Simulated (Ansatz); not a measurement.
**ZnS: band structure with PBEsol**

**The experiment to reproduce.**

From “Electronic, vibrational, and thermodynamic properties of ZnS (zincblende and rocksalt structure)”, 2009, arxiv:0911.5022, for a bulk crystal of ZnS at 19 K: band gap 3.85 eV (direct).

The system is ZnS.

```
Zn S
1.0
     0.00000    2.70200    2.70200
     2.70200    0.00000    2.70200
     2.70200    2.70200    0.00000
Zn S
1 1
Cartesian
  4.0530 4.0530 4.0530
  0.0000 0.0000 0.0000
```

```json
{
  "Program": "Ansatz 0.2.0",
  "Task": "band structure",
  "Functional": "PBEsol",
  "Potentials or basis": "all-electron LAPW, scalar-relativistic",
  "Cutoff": "281 eV (chosen from the basis error)",
  "Basis error allowed": "0.001 eV/atom",
  "k mesh": "9 × 9 × 9",
  "Occupations": "fermi-dirac, width 0.05 eV",
  "Spin": "no spin polarisation"
}
```

```yaml
Pressure: -2.0 GPa
Band_gap_on_the_k_mesh: 1.98 eV, direct
Band_gap_along_the_path: 1.98 eV, direct
```

Levels at the corners of the path, in eV from the valence-band top:
```csv
point,band 13,band 14,band 15,band 16,band 17,band 18,band 19,band 20,band 21
Γ,-5.87,-5.87,0.00,0.00,0.00,1.98,6.28,6.28,6.28
X,-5.80,-5.66,-4.60,-2.25,-2.25,3.23,3.96,10.81,11.84
W,-5.91,-5.47,-4.63,-2.80,-2.76,5.55,5.98,7.73,8.04
K,-5.84,-5.52,-4.67,-3.16,-1.83,3.98,5.86,9.21,9.65
Γ,-5.87,-5.87,0.00,0.00,0.00,1.98,6.28,6.28,6.28
L,-5.84,-5.67,-5.36,-0.88,-0.88,3.19,6.80,6.80,8.69
U,-5.84,-5.52,-4.67,-3.16,-1.83,3.98,5.86,9.21,9.65
W,-5.91,-5.47,-4.63,-2.80,-2.76,5.55,5.98,7.73,8.04
```

Wall time 7.3 s on 1 thread of Intel(R) Xeon(R) 6975P-C (Granite Rapids) (shared host), peak memory 0.32 GiB.

A measured gap of ZnS is 3.85 eV (direct; 19 K; quoted in “Electronic, vibrational, and thermodynamic properties of ZnS (zincblende and rocksalt structure)”, 2009, arxiv:0911.5022); the calculated 1.98 eV misses it by -1.87 eV. The value is that of PBEsol, without temperature or zero-point motion. Semilocal functionals fall short of measured gaps as a rule.
